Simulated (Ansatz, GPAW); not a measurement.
# Geometry or basis: what sets the conductance of decane-1,10-dithiol between two Al chains, part 5 of 5

Aim: the conductance of decane-1,10-dithiol between two Al chains after relaxation, and whether geometry, basis or functional moves it most.

GPAW 26.7.0 and Ansatz 0.2.0; Ansatz plane waves; relaxation of the junction with the lead ends held (the session's first sound run).

So far, conductance (G₀): step 3 (plane waves, PBE) 1.9e-9; step 5 (single-zeta polarised basis, PBE, GPAW) 6.1e-10; step 6 (GPAW, sz: basis = "sz(dzp)", PBE, GPAW) 5.0e-10; step 7 (LDA in the dzp basis: xc = "LDA") 1.6e-9; step 8 (without the relaxation: geometry = "as built", PBE, GPAW) 7.5e-6.

## Step 11: Mixing 0.25, functional RPBE: beta = 0.25, nmaxold = 5 and xc = "RPBE"

Mixing changes the road to self-consistency, not its end. The mixing history changes the road to self-consistency, not its end. The functional moves levels against the Fermi level.

This step: GPAW LCAO, PAW setups; Landauer transmission from Green's functions with principal layers (ASE), zero bias (GPAW 26.7.0).

File run.py:

```python
import json
import numpy as np
from ase import Atoms
from ase.transport.calculators import TransportCalculator
from gpaw import GPAW, FermiDirac
from gpaw.lcao.tools import get_lcao_hamiltonian
from scipy.linalg import eigh

# The junction with lead layers at both ends, along the third cell vector
device = Atoms(
    ['Al', 'Al', 'Al', 'Al', 'Al', 'Al', 'Al', 'S', 'H', 'C', 'H', 'H', 'C', 'H', 'H', 'C', 'H', 'H', 'H', 'C', 'C', 'H', 'H', 'H', 'C', 'H', 'H', 'C', 'H', 'H', 'C', 'H', 'H', 'C', 'H', 'H', 'C', 'H', 'S', 'Al', 'Al', 'Al', 'Al', 'Al', 'Al', 'Al'],
    positions=[
        [6.36589, 5.27488, 1.20000],
        [6.36589, 5.27488, 3.60000],
        [6.36589, 5.27488, 6.00000],
        [6.36589, 5.27488, 8.40000],
        [6.36589, 5.27488, 10.80000],
        [6.78448, 3.96544, 12.95753],
        [6.47606, 5.33478, 15.15237],
        [6.72352, 4.59530, 17.23689],
        [6.82607, 6.89114, 18.07490],
        [6.35570, 5.96571, 18.43108],
        [5.26864, 6.11581, 18.44647],
        [7.96062, 5.44752, 19.77744],
        [6.87047, 5.59919, 19.82545],
        [6.43522, 4.63295, 20.12206],
        [6.92472, 7.64722, 20.50142],
        [6.54581, 6.67950, 20.86895],
        [5.45129, 6.79347, 20.94972],
        [8.22022, 6.25136, 22.17528],
        [6.58428, 4.34295, 22.42524],
        [7.13435, 6.42616, 22.26904],
        [6.50345, 5.25657, 23.03476],
        [7.02634, 7.34954, 22.85939],
        [5.42237, 5.44367, 23.15690],
        [8.22214, 4.88116, 24.29785],
        [7.12736, 4.96485, 24.41050],
        [6.78552, 3.97030, 24.74103],
        [7.18298, 6.97127, 25.26359],
        [6.81014, 5.96846, 25.52831],
        [5.71537, 6.06358, 25.62773],
        [8.50547, 5.48760, 26.78191],
        [7.40765, 5.54386, 26.87753],
        [7.07274, 4.51770, 27.10708],
        [7.37205, 7.49136, 27.84565],
        [7.04928, 6.45985, 28.05749],
        [5.95683, 6.49617, 28.18813],
        [8.79326, 5.96214, 29.25567],
        [7.70016, 5.98301, 29.35672],
        [7.37126, 4.96023, 29.59640],
        [7.32572, 7.10261, 30.79307],
        [6.87130, 5.55807, 32.32956],
        [6.04238, 3.45301, 33.42577],
        [6.36589, 5.27488, 35.13203],
        [6.36589, 5.27488, 37.53203],
        [6.36589, 5.27488, 39.93203],
        [6.36589, 5.27488, 42.33203],
        [6.36589, 5.27488, 44.73203]],
    cell=[[12.73178, 0.0, 0.0], [0.0, 10.54975, 0.0], [0.0, 0.0, 45.93203]],
    pbc=True)

# One principal layer of the lead: the first 4 atoms of the device
lead = Atoms(
    ['Al', 'Al', 'Al', 'Al'],
    positions=[
        [6.36589, 5.27488, 1.20000],
        [6.36589, 5.27488, 3.60000],
        [6.36589, 5.27488, 6.00000],
        [6.36589, 5.27488, 8.40000]],
    cell=[[12.73178, 0.0, 0.0], [0.0, 10.54975, 0.0], [0.0, 0.0, 9.6]],
    pbc=True)

settings = dict(mode='lcao', basis='dzp', xc='RPBE', h=0.2,
                occupations=FermiDirac(0.1), maxiter=250,
                mixer=dict(beta=0.25, nmaxold=5, weight=100.0),
                convergence=dict(density=0.0001))
energies = np.arange(-2, 2 + 1e-9, 0.025)
eta = 0.0001
n1, n2 = 1, 1
# k and -k transmit alike, so half of the mesh across the current serves
mesh = [(i, j) for i in range(n1) for j in range(n2) if (i, j) <= (-i % n1, -j % n2)]
weights = np.array([1 if (i, j) == (-i % n1, -j % n2) else 2 for i, j in mesh]) / (n1 * n2)

# [... helper functions left out ...]
fermi_lead = ground_state(lead, (1, 1, 12), 'lead.txt')
fermi_device = ground_state(device, (1, 1, 2), 'device.txt')
# [... loop over the mesh left out, but for ...]
        # Shift the lead onto the potential of the device's first layer
        shift = ((H[:, 0, 0] - H0[:, 0, 0]) / S0[0, 0]).real.mean()
# [...]
kT = 8.617333e-5 * 300
bias = [0.1, 0.2, 0.5, 1.0, 1.5, 2.0]
# [... integrals and printing left out ...]
```

On the command line:

```bash
OMP_NUM_THREADS=1 OPENBLAS_NUM_THREADS=1 python run.py
```

The program printed:

```text
basis functions: device 438, principal layer 52
Fermi level: lead -3.4913 eV, device -3.1885 eV; lead shifted by 0.0116 eV
largest coupling past the next layer 9.93e-16 eV, largest misfit of the first layer 0.051 eV
  E-E_F (eV)   T (one spin)  channels
    -2.000    4.7002e-08    1.0000
    -1.975    2.5192e-08    1.0000
    -1.950    2.5573e-11    1.0000
    -1.925    2.5639e-07    1.0000
    -1.900    3.8129e-05    1.0000
    -1.875    6.3198e-06    1.0000
    -1.850    3.0640e-06    1.0000
    -1.825    2.5627e-06    1.0000
    -1.800    2.5927e-06    1.0000
    -1.775    2.8943e-06    1.0000
    -1.750    3.4481e-06    1.0000
    -1.725    4.3262e-06    1.0000
    -1.700    5.6930e-06    1.0000
    -1.675    7.8653e-06    1.0000
    -1.650    1.1450e-05    1.0000
    -1.625    1.7582e-05    1.0000
[...]
1.825    3.3112e-07    3.0000
     1.850    3.4156e-07    3.0000
     1.875    3.5283e-07    3.0000
     1.900    3.6510e-07    3.0000
     1.925    3.7858e-07    3.0000
     1.950    3.9350e-07    3.0000
     1.975    4.1011e-07    3.0000
     2.000    4.2869e-07    3.0000
conductance at 300 K: 9.3885e-10 G0 a cell; thermopower -15.74 uV/K
current from the zero-bias T(E) at 0.1 V: 7.3099e-09 uA
current from the zero-bias T(E) at 0.2 V: 1.483e-08 uA
current from the zero-bias T(E) at 0.5 V: 4.0578e-08 uA
current from the zero-bias T(E) at 1.0 V: 1.1016e-07 uA
current from the zero-bias T(E) at 1.5 V: 2.9225e-07 uA
current from the zero-bias T(E) at 2.0 V: 6.807e-07 uA
```

Wall time 7.4 min (1 thread of Arm Neoverse N1, shared host); peak memory 1.9 GiB.

Numbers from this step:

| Property | Result |
| --- | --- |
| conductance | 9.39e-10 G₀ |
| thermopower | -15.74 μV/K |
| largest coupling past the next principal layer | 9.93e-16 eV |
| largest misfit of the first principal layer | 0.05127 eV |
| shift that aligns the lead | 0.01157 eV |
| transmission at the Fermi level (one spin) | 9.26e-10 |

One spin. Transmission, zone mean against energy, zero at the Fermi level:

| energy (eV) | transmission, zone mean |
| --- | --- |
| -2.000 | 4.7e-8 |
| -1.900 | 3.8e-5 |
| -1.800 | 2.6e-6 |
| -1.700 | 5.7e-6 |
| -1.600 | 2.8e-5 |
| -1.575 | 4.0e-5 |
| -1.500 | 1.3e-5 |
| -1.400 | 8.1e-7 |
| -1.300 | 1.4e-8 |
| -1.200 | 0 |
| -1.100 | 0 |
| -1.000 | 0 |
| -0.900 | 0 |
| -0.800 | 0 |
| -0.700 | 0 |
| -0.600 | 0 |
| -0.500 | 0 |
| -0.400 | 0 |
| -0.300 | 4.5e-10 |
| -0.200 | 6.4e-10 |
| -0.100 | 7.8e-10 |
| 0.000 | 9.3e-10 |
| 0.100 | 1.2e-9 |
| 0.200 | 1.6e-9 |
| 0.300 | 2.3e-9 |
| 0.400 | 3.5e-9 |
| 0.500 | 5.3e-9 |
| 0.600 | 8.1e-9 |
| 0.700 | 1.2e-8 |
| 0.800 | 1.7e-8 |
| 0.900 | 2.1e-8 |
| 1.000 | 2.3e-8 |
| 1.100 | 5.1e-8 |
| 1.200 | 8.3e-8 |
| 1.300 | 1.2e-7 |
| 1.400 | 1.7e-7 |
| 1.500 | 2.1e-7 |
| 1.600 | 2.5e-7 |
| 1.700 | 2.9e-7 |
| 1.800 | 3.2e-7 |
| 1.900 | 3.7e-7 |
| 2.000 | 4.3e-7 |

Crossings of the lead's bands, unfolded to its shortest repeat. The open channels, zone mean by energy, zero at the Fermi level:

| energy (eV) | open channels, zone mean |
| --- | --- |
| -2.000 | 1 |
| -1.900 | 1 |
| -1.800 | 1 |
| -1.700 | 1 |
| -1.600 | 1 |
| -1.500 | 1 |
| -1.400 | 1 |
| -1.300 | 1 |
| -1.200 | 0 |
| -1.100 | 0 |
| -1.000 | 0 |
| -0.900 | 0 |
| -0.800 | 0 |
| -0.700 | 0 |
| -0.600 | 0 |
| -0.500 | 0 |
| -0.400 | 0 |
| -0.300 | 2 |
| -0.200 | 2 |
| -0.100 | 2 |
| 0.000 | 2 |
| 0.100 | 2 |
| 0.200 | 2 |
| 0.300 | 2 |
| 0.400 | 2 |
| 0.500 | 2 |
| 0.600 | 2 |
| 0.700 | 2 |
| 0.800 | 2 |
| 0.900 | 2 |
| 1.000 | 2 |
| 1.100 | 3 |
| 1.200 | 3 |
| 1.300 | 3 |
| 1.400 | 3 |
| 1.500 | 3 |
| 1.600 | 3 |
| 1.700 | 3 |
| 1.800 | 3 |
| 1.900 | 3 |
| 2.000 | 3 |

Not self-consistent under bias; the bias window is split evenly. Table of current through one cell, from the zero-bias transmission by bias:

| bias (V) | current through one cell, from the zero-bias transmission (pA) |
| --- | --- |
| 0.100 | 0.00731 |
| 0.200 | 0.0148 |
| 0.500 | 0.0406 |
| 1.000 | 0.110 |
| 1.500 | 0.292 |
| 2.000 | 0.681 |

The transmission of the three most open eigenchannels by energy, zero at the Fermi level:

| energy (eV) | channel 1 | channel 2 | channel 3 |
| --- | --- | --- | --- |
| -2.000 | 4.7e-8 | 0 | 0 |
| -1.900 | 3.8e-5 | 0 | 0 |
| -1.800 | 2.6e-6 | 0 | 0 |
| -1.700 | 5.7e-6 | 0 | 0 |
| -1.600 | 2.8e-5 | 0 | 0 |
| -1.500 | 1.3e-5 | 0 | 0 |
| -1.400 | 8.1e-7 | 0 | 0 |
| -1.300 | 1.4e-8 | 0 | 0 |
| -1.200 | 0 | 0 | 0 |
| -1.100 | 0 | 0 | 0 |
| -1.000 | 0 | 0 | 0 |
| -0.900 | 0 | 0 | 0 |
| -0.800 | 0 | 0 | 0 |
| -0.700 | 0 | 0 | 0 |
| -0.600 | 0 | 0 | 0 |
| -0.500 | 0 | 0 | 0 |
| -0.400 | 0 | 0 | 0 |
| -0.300 | 3.0e-10 | 1.5e-10 | 0 |
| -0.200 | 5.2e-10 | 1.2e-10 | 0 |
| -0.100 | 7.2e-10 | 5.7e-11 | 0 |
| 0.000 | 9.1e-10 | 2.0e-11 | 0 |
| 0.100 | 1.2e-9 | 3.9e-12 | 0 |
| 0.200 | 1.6e-9 | 0 | 0 |
| 0.300 | 2.3e-9 | 0 | 0 |
| 0.400 | 3.5e-9 | 2.5e-12 | 0 |
| 0.500 | 5.3e-9 | 3.1e-12 | 0 |
| 0.600 | 8.1e-9 | 1.5e-12 | 0 |
| 0.700 | 1.2e-8 | 0 | 0 |
| 0.800 | 1.7e-8 | 1.3e-11 | 0 |
| 0.900 | 2.1e-8 | 7.6e-11 | 0 |
| 1.000 | 2.3e-8 | 3.2e-10 | 0 |
| 1.100 | 4.8e-8 | 2.5e-9 | 2.6e-11 |
| 1.200 | 7.8e-8 | 4.7e-9 | 3.7e-11 |
| 1.300 | 1.2e-7 | 7.6e-9 | 4.6e-11 |
| 1.400 | 1.6e-7 | 1.2e-8 | 5.4e-11 |
| 1.500 | 1.9e-7 | 1.7e-8 | 6.3e-11 |
| 1.600 | 2.3e-7 | 2.5e-8 | 7.3e-11 |
| 1.700 | 2.5e-7 | 3.5e-8 | 8.5e-11 |
| 1.800 | 2.7e-7 | 5.1e-8 | 1.0e-10 |
| 1.900 | 2.9e-7 | 7.2e-8 | 1.2e-10 |
| 2.000 | 3.3e-7 | 1.0e-7 | 1.5e-10 |

The conductance, 9.4e-10 G₀, lies 14 % below that of the dzp run.

## Step 12: Results

```
conductance                                        : 1.1e-9 G₀
transmission at the Fermi level, mean of the spins : 1.1e-9
thermopower                                        : -18.3 μV/K
open channels of the lead there                    : 2
```

What this shows: In the dzp basis the junction conducts 1.1e-9 G₀ at 300 K, with T = 1.1e-9 a spin at the Fermi level; no smaller basis tried comes within 10 % of that conductance. Relaxation moved atoms by up to 2.9 Å and took the conductance from 7.5e-6 to 1.1e-9 G₀, as a ratio a larger change than the step from dzp to the minimal basis. Plane waves (PBE) give T = 1.8e-9 there. The junction is in the tunnelling regime at the Fermi level. The negative thermopower says that the thermally weighted transmission is larger above the Fermi level, as for electron-like transport. Measured against the first run (pw-pbe), the nearest curve is that of dzp-LDA (r.m.s. 3.1e-6) and the farthest that of asbuilt (3.8e-4). Over the compared runs wall time goes from 187 s (sz) to 22220 s (pw-pbe), on a shared host; the plane-wave run used 4 threads and the orbital runs 1. Moves of this size go well beyond a change of bond lengths: the free chain atoms or the scatterer took up a new arrangement, and the name in the title describes the start. The leads kept an estimated spacing and the cell its length, so the junction may be under some tension or compression. Semilocal functionals put molecular levels too near the Fermi level, so such conductances usually come out too high, and chain electrodes have a sharper density of states than real ones. The carbon chain isn't all-trans: it holds 2 gauche bonds, which lower the σ coupling along it. An evenly spaced straight chain is an idealisation: free chains tend to dimerise, zigzag or, where a band edge lies near the Fermi level, turn magnetic. The currents use the zero-bias T(E) throughout, which holds only while the bias is small against the distance to the nearest feature.

[Logs are printed without paths, hosts, clocks, repeated set-up lines and the standing remarks that a program may print on its own settings, such as how far it seeks lower states.]

[Hosts, paths, dates, database ids (printed as entryN), source tags and the programs' standing remarks are cut or masked in the printed files.]
